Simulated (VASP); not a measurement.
Runs of VASP 6.6.1 on Sc. It takes space group Fm-3m (No. 225, cubic). Conventional cell: a = 4.520 Å, b = 4.520 Å, c = 4.520 Å, α = 90.00°, β = 90.00°, γ = 90.00°. Sc (site symmetry m-3m) is surrounded by 12 Sc at 3.20 Å. This isn't the form of Sc at room conditions, which is hcp.

```csv
task,level,spin,U,cell,k mesh,smearing,k mesh for the DOS,occupations for the DOS,mesh quality,gap on the mesh (eV),pressure (GPa)
single point,PBE,off,-,volume scaled by 1.06,10 × 10 × 10,fermi-dirac 0.05 eV,-,-,not flagged,none,0.4
single point,PBE,off,-,volume scaled by 0.96,10 × 10 × 10,fermi-dirac 0.05 eV,-,-,not flagged,none,(b)
single point,PBEsol,off,-,"Fm-3m, 23.09 Å³/atom",12 × 12 × 12,fermi-dirac 0.05 eV,-,-,not flagged,none,1.3
single point,PBE+D3(BJ),off,-,"Fm-3m, 23.09 Å³/atom",10 × 10 × 10,gaussian 0.05 eV,-,-,not flagged,none,0.8
single point,PBE,off,-,"Fm-3m, 23.09 Å³/atom",4 × 4 × 4,fermi-dirac 0.03 eV,-,-,coarse,none,(a)
electric field gradients,PBE,"collinear, typed start",-,"Fm-3m, 23.09 Å³/atom",10 × 10 × 10,fermi-dirac 0.05 eV,-,-,not flagged,none,3.8
single point,PBE,off,-,volume scaled by 0.98,10 × 10 × 10,fermi-dirac 0.05 eV,-,-,not flagged,none,5.1
single point,PBE,off,-,volume scaled by 0.94,10 × 10 × 10,fermi-dirac 0.05 eV,-,-,not flagged,none,8.1
single point,PBEsol,off,-,"Fm-3m, 23.09 Å³/atom",14 × 14 × 14,fermi-dirac 0.05 eV,-,-,not flagged,none,1.1
single point,PBE,off,-,"Fm-3m, 23.09 Å³/atom",10 × 10 × 10,fermi-dirac 0.05 eV,-,-,not flagged,none,3.8
single point,PBE,off,-,volume scaled by 1.04,10 × 10 × 10,fermi-dirac 0.05 eV,-,-,not flagged,none,1.5
```

Alike in all rows: potentials or basis VASP PAW PBE potentials, release 64 (Sc_sv); cutoff (eV) 520.

**Question.** Estimate the missing entries.

**Answer.** (a) 4.3; (b) 6.6.

Caveats: some runs use coarse meshes; the PAW data sets were made with another functional, which shifts forces and pressure a little (some runs); pairwise dispersion overbinds metals, which lowers pressure and volume (some runs).

A gap of «none» marks a metal or a gap under the smearing width.
